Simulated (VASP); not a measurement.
# Cu (Fm-3m) in VASP: elastic constants with r2SCAN

Aim: the elastic constants of Cu with r2SCAN.

Program: VASP 6.6.1. These are calculated values, not measurements. Logs are shortened: lines on timing, memory, paths and dates and some standing lists are left out, and cuts for length are marked.

**1. Starting point**

The structure is cubic, space group Fm-3m (No. 225). Conventional cell: a = 3.650 Å, b = 3.650 Å, c = 3.650 Å, α = 90.00°, β = 90.00°, γ = 90.00°. Cu (site symmetry m-3m) is surrounded by 12 Cu at 2.58 Å.

**2. Elastic constants, r2SCAN**

The input, POSCAR:

```
Cu
1.0
    0.0000000000      1.8250000000      1.8250000000
    1.8250000000      0.0000000000      1.8250000000
    1.8250000000      1.8250000000      0.0000000000
Cu
1
Direct
    0.0000000000      0.0000000000      0.0000000000
```

The input, INCAR.step1:

```
SYSTEM = Cu
PREC = Accurate
ENCUT = 700
EDIFF = 1E-8
ISMEAR = 0
SIGMA = 0.1
LREAL = .FALSE.
LASPH = .TRUE.
NELM = 60
ALGO = Normal
ISIF = 3
LWAVE = .FALSE.
LCHARG = .FALSE.
METAGGA = R2SCAN
LMIXTAU = .TRUE.
IBRION = 2
NSW = 40
EDIFFG = -0.002
```

The input, INCAR.step2:

```
SYSTEM = Cu
PREC = Accurate
ENCUT = 700
EDIFF = 1E-8
ISMEAR = 0
SIGMA = 0.1
LREAL = .FALSE.
LASPH = .TRUE.
NELM = 60
ALGO = Normal
ISIF = 3
LWAVE = .FALSE.
LCHARG = .FALSE.
METAGGA = R2SCAN
LMIXTAU = .TRUE.
IBRION = 6
NFREE = 2
POTIM = 0.015
NSW = 1
```

The input, KPOINTS:

```
regular mesh
0
G
  24 24 24
  0 0 0
```

Potentials or basis: VASP PAW PBE potentials, release 64 (Cu).

Started as:

```sh
> cat potpaw_PBE.64/Cu/POTCAR > POTCAR
> cp INCAR.step1 INCAR
> mpirun -np 1 vasp_std > vasp.out
> cp CONTCAR POSCAR
> cp INCAR.step2 INCAR
> mpirun -np 1 vasp_std > vasp.out
```

OUTCAR:

```text
SYSTEM = Cu
   PREC = Accurate
   ENCUT = 700
   EDIFF = 1E-8
   ISMEAR = 0
   LREAL = .FALSE.
   LASPH = .TRUE.
   NELM = 60
   ISIF = 3
   METAGGA = R2SCAN
   IBRION = 6
   NFREE = 2
   POTIM = 0.015
   NSW = 1

 ion  position               nearest neighbor table
   1  0.000  0.000  0.000-

  LATTYP: Found a face centered cubic cell.
 ALAT       =     3.5809865081

  Lattice vectors:

 A1 = (   0.0000000000,   1.7904932540,   1.7904932540)
 A2 = (   1.7904932540,   0.0000000000,   1.7904932540)
 A3 = (   1.7904932540,   1.7904932540,   0.0000000000)

Analysis of symmetry for initial positions (statically):
=====================================================================
 Subroutine PRICEL returns:
 Original cell was already a primitive cell.

 Routine SETGRP: Setting up the symmetry group for a
 face centered cubic supercell.

 Subroutine GETGRP returns: Found 48 space group operations
 (whereof 48 operations were pure point group operations)
 out of a pool of 48 trial point group operations.

The static configuration has the point symmetry O_h .

Analysis of symmetry for dynamics (positions and initial velocities):
=====================================================================
 Subroutine PRICEL returns:
 Original cell was already a primitive cell.

 Routine SETGRP: Setting up the symmetry group for a
 face centered cubic supercell.

 Subroutine GETGRP returns: Found 48 space group operations
 (whereof 48 operations were pure point group operations)
 out of a pool of 48 trial point group operations.

The dynamic configuration has the point symmetry O_h .

 Subroutine INISYM returns: Found 48 space group operations
 (whereof 48 operations are pure point group operations),
 and found     1 'primitive' translations

----------------------------------------------------------------------------------------

                                     Primitive cell

  volume of cell :      11.4802

  direct lattice vectors                    reciprocal lattice vectors
     0.000000000  1.790493254  1.790493254    -0.279252658  0.279252658  0.279252658
     1.790493254  0.000000000  1.790493254     0.279252658 -0.279252658  0.279252658
     1.790493254  1.790493254  0.000000000     0.279252658  0.279252658 -0.279252658

  length of vectors
     2.532139843  2.532139843  2.532139843     0.483679791  0.483679791  0.483679791

  position of ions in fractional coordinates (direct lattice)
     0.000000000  0.000000000  0.000000000

  ion indices of the primitive-cell ions
   primitive index   ion index
                 1           1

----------------------------------------------------------------------------------------

 KPOINTS: regular mesh

Automatic generation of k-mesh.
 Grid dimensions read from file:
 generate k-points for:   24   24   24

 Generating k-lattice:

  Cartesian coordinates                     Fractional coordinates (reciprocal lattice)
    -0.011635527  0.011635527  0.011635527     0.041666667  0.000000000  0.000000000
     0.011635527 -0.011635527  0.011635527     0.000000000  0.041666667  0.000000000
     0.011635527  0.011635527 -0.011635527     0.000000000  0.000000000  0.041666667

  Length of vectors
     0.020153325  0.020153325  0.020153325

  Shift w.r.t. Gamma in fractional coordinates (k-lattice)
     0.000000000  0.000000000  0.000000000

[... 96 lines left out ...]
  ext. energy  EPLUGINS =         0.00000000
  ---------------------------------------------------
  free energy    TOTEN  =       -10.82905048 eV

  energy without entropy =      -10.82792658  energy(sigma->0) =      -10.82848853

------------------------ aborting loop because EDIFF is reached ----------------------------------------

  FORCE on cell =-STRESS in cart. coord.  units (eV):
  Direction    XX          YY          ZZ          XY          YZ          ZX
  --------------------------------------------------------------------------------------
  -------------------------------------------------------------------------------------
  Total       -0.0020820     -0.0020820     -0.0020820      0.0000000     -0.0000000      0.0000000
  in kB       -0.2905700     -0.2905700     -0.2905700      0.0000000     -0.0000000      0.0000000
  external PRESSURE =      -0.2905700 kB  Pullay stress =       0.0000000 kB
[... 86 lines left out ...]
  FREE ENERGIE OF THE ION-ELECTRON SYSTEM (eV)
  ---------------------------------------------------
  free  energy   TOTEN  =       -10.8272944363 eV

  energy  without entropy=      -10.8260506116  energy(sigma->0) =      -10.82667252

[... ionic steps 4 to 12 ...]

--------------------------------------- Ionic step       13  -------------------------------------------

 number of electron      10.9999999 magnetization

------------------------ aborting loop because EDIFF is reached ----------------------------------------
[... 65 lines left out ...]
--------------------------------------- Ionic step       15  -------------------------------------------

 number of electron      11.0000000 magnetization

 Free energy of the ion-electron system (eV)
  ---------------------------------------------------
  ext. energy  EPLUGINS =         0.00000000
  ---------------------------------------------------
  free energy    TOTEN  =       -10.82906315 eV

  energy without entropy =      -10.82793922  energy(sigma->0) =      -10.82850119

 E-fermi :   7.7690     XC(G=0): -13.9356

 val. band max:        7.7467088103   @ k =   0.5000   0.1667   0.0417
 cond. band min:       7.8210676638   @ k =   0.5000   0.2500   0.0833
 fundamental gap:      0.0743588535
 Fermi energy:         7.7689925949

 k-point     1 :       0.0000    0.0000    0.0000
  band No.  band energies     occupation
      1      -2.1428      2.00000
      2       4.5267      2.00000
      3       4.5267      2.00000
      4       4.5267      2.00000
      5       5.3796      2.00000
      6       5.3797      2.00000
      7      31.3675      0.00000
      8      34.6291      0.00000
      9      34.6293      0.00000
[... 265 lines left out ...]
 k-point    24 :       0.4583    0.0417    0.0000
  band No.  band energies     occupation
      1       2.3207      2.00000
      2       4.4670      2.00000
      3       4.5179      2.00000
      4       5.5479      2.00000
      5       5.9801      2.00000
      6       6.5226      2.00000
      7      12.7253      0.00000
      8      29.5317      0.00000
      9      30.4380      0.00000

 [... further k-points ...]

------------------------ aborting loop because EDIFF is reached ----------------------------------------

  FORCE on cell =-STRESS in cart. coord.  units (eV):
  Direction    XX          YY          ZZ          XY          YZ          ZX
  --------------------------------------------------------------------------------------
  -------------------------------------------------------------------------------------
  Total       -0.0005807     -0.0005807     -0.0005807     -0.0000000     -0.0000000      0.0000000
  in kB       -0.0810381     -0.0810381     -0.0810381     -0.0000000     -0.0000000      0.0000000
  external PRESSURE =      -0.0810381 kB  Pullay stress =       0.0000000 kB
[... 16 lines left out ...]
  FREE ENERGIE OF THE ION-ELECTRON SYSTEM (eV)
  ---------------------------------------------------
  free  energy   TOTEN  =       -10.8290631478 eV

  energy  without entropy=      -10.8279392235  energy(sigma->0) =      -10.82850119

 INTERNAL STRAIN TENSORS FROM STRAINED CELLS
 ============================================

 INTERNAL STRAIN TENSOR FOR ION    1 for displacements in x,y,z  (eV/Angst):
          X           Y           Z          XY          YZ          ZX
  --------------------------------------------------------------------------------
  x    -0.00000    -0.00000     0.00000     0.00000     0.00000     0.00000
  y     0.00000     0.00000     0.00000     0.00000     0.00000     0.00000
  z    -0.00000     0.00000     0.00000     0.00000    -0.00000     0.00000

 INTERNAL STRAIN TENSORS FROM DISPLACED ATOMS
 ============================================

 INTERNAL STRAIN TENSOR FOR ION    1 for displacements in x,y,z  (eV/Angst):
          X           Y           Z          XY          YZ          ZX
  --------------------------------------------------------------------------------
  x     0.00000     0.00000     0.00000     0.00000     0.00000     0.00000
  y     0.00000     0.00000     0.00000     0.00000     0.00000     0.00000
  z     0.00000     0.00000     0.00000     0.00000     0.00000     0.00000

 Eigenvectors and eigenvalues of the dynamical matrix
 ----------------------------------------------------

   1 f  =    0.000000 THz     0.000000 2PiTHz    0.000000 cm-1     0.000000 meV
             X         Y         Z           dx          dy          dz
      0.000000  0.000000  0.000000     0.393919   -0.919145    0.000000

   2 f  =    0.000000 THz     0.000000 2PiTHz    0.000000 cm-1     0.000000 meV
             X         Y         Z           dx          dy          dz
      0.000000  0.000000  0.000000    -0.919145   -0.393919    0.000000

   3 f  =    0.000000 THz     0.000000 2PiTHz    0.000000 cm-1     0.000000 meV
             X         Y         Z           dx          dy          dz
      0.000000  0.000000  0.000000     0.000000    0.000000    1.000000

--------------------------------------------------------------------------------------------------------

 ELASTIC MODULI CONTR FROM IONIC RELAXATION (kBar)
 Direction    XX          YY          ZZ          XY          YZ          ZX
 --------------------------------------------------------------------------------
 XX           0.0000      0.0000      0.0000      0.0000      0.0000      0.0000
 YY           0.0000      0.0000      0.0000      0.0000      0.0000      0.0000
 ZZ           0.0000      0.0000      0.0000      0.0000      0.0000      0.0000
 XY           0.0000      0.0000      0.0000      0.0000      0.0000      0.0000
 YZ           0.0000      0.0000      0.0000      0.0000      0.0000      0.0000
 ZX           0.0000      0.0000      0.0000      0.0000      0.0000      0.0000
 --------------------------------------------------------------------------------

 TOTAL ELASTIC MODULI (kBar)
 Direction    XX          YY          ZZ          XY          YZ          ZX
 --------------------------------------------------------------------------------
 XX        2042.4864   1391.0873   1391.0873     -0.0000      0.0000      0.0000
 YY        1391.0873   2042.4864   1391.0873      0.0000     -0.0000      0.0000
 ZZ        1391.0873   1391.0873   2042.4864      0.0000      0.0000      0.0000
 XY          -0.0000      0.0000      0.0000    979.8749      0.0000      0.0000
 YZ           0.0000     -0.0000      0.0000      0.0000    979.8749      0.0000
 ZX           0.0000      0.0000      0.0000      0.0000      0.0000    979.8749
 --------------------------------------------------------------------------------
```

It took 3.3 h on 1 thread of Intel Xeon Platinum 8259CL at 2.50GHz (Skylake/Cascade Lake), shared host; peak memory 1.2 GiB.

Results:

- Relaxed volume: 11.48 Å³/atom
- Relaxed cell: a = 2.532 Å, b = 2.532 Å, c = 2.532 Å, α = 60.00°, β = 60.00°, γ = 60.00°
- Space group after relaxing (to 0.05 Å): Fm-3m (No. 225)
- Elastic constants C11, C12, C44: 204, 139, 98 GPa
- Voigt bulk modulus: 161 GPa

The path:
```tsv
step	energy change (eV)	largest force (eV/Å)	pressure (GPa)	volume (Å³)
1	0.0000	0.0000	-7.96	12.16
2	-0.0115	0.0000	5.49	11.13
3	-0.0176	0.0000	-0.09	11.49
4	-0.0176	0.0000	0.08	11.47
5	-0.0176	0.0000	-0.04	11.48
6	-0.0176	0.0000	-0.03	11.48
7	-0.0176	0.0000	0.01	11.48
```

Final structure:
```yaml
crystal:
  lattice:
    - [0.00000, 1.79049, 1.79049]
    - [1.79049, 0.00000, 1.79049]
    - [1.79049, 1.79049, 0.00000]
  atoms:
    - { symbol: Cu, position: [0.00000, 0.00000, 0.00000] }
```

Elastic tensor in Voigt notation (GPa, in the Cartesian axes of the cell as first typed):
```
204 139 139   0   0   0
139 204 139   0   0   0
139 139 204   0   0   0
  0   0   0  98   0   0
  0   0   0   0  98   0
  0   0   0   0   0  98
```

Clamped-ion elastic tensor (GPa):
```
204 139 139   0   0   0
139 204 139   0   0   0
139 139 204   0   0   0
  0   0   0  98   0   0
  0   0   0   0  98   0
  0   0   0   0   0  98
```

Caveat: the PAW data sets were made with another functional, which shifts forces and pressure a little.
